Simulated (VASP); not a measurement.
Crystal: Hf.

```
CELL_PARAMETERS angstrom
3.19670 0.00000 0.00000
-1.59835 2.76842 0.00000
0.00000 0.00000 5.05780
ATOMIC_POSITIONS crystal
Hf 0.66667 0.33333 0.75000
Hf 0.33333 0.66667 0.25000
```

- Program: VASP 6.6.1
- Task: single point
- Functional: PBE
- Potentials or basis: VASP PAW PBE potentials, release 64 (Hf_pv)
- Cutoff: 520 eV
- k mesh: 10 × 10 × 5
- Occupations: fermi-dirac, width 0.05 eV
- Spin: no spin polarisation

On this cell: pressure 0.2 GPa; largest force under 0.003 eV/Å; band gap on the k mesh none (metal or under the smearing width).

The same run follows on a disturbed copy (atoms moved at random, drawn with an rms of 0.05 Å):

```
Hf
1.0
     3.19670    0.00000    0.00000
    -1.59835    2.76842    0.00000
     0.00000    0.00000    5.05780
Hf
2
Cartesian
  1.5908 0.9587 3.8161
  -0.0345 1.8628 1.2476
```

**Question.** What does the disturbed cell give?

**Answer.** The energy (extrapolated to zero smearing) moves by +2.0 meV/atom; pressure 0.2 GPa; largest force 0.160 eV/Å; band gap on the k mesh none (metal or under the smearing width).

Forces on the atoms (eV/Å):
```
Hf  -0.063 -0.044 -0.141
Hf   0.063  0.044  0.141
```

Stress tensor (GPa, compression positive):
```
0.49 0.25 0.05
0.25 0.15 0.03
0.05 0.03 0.02
```
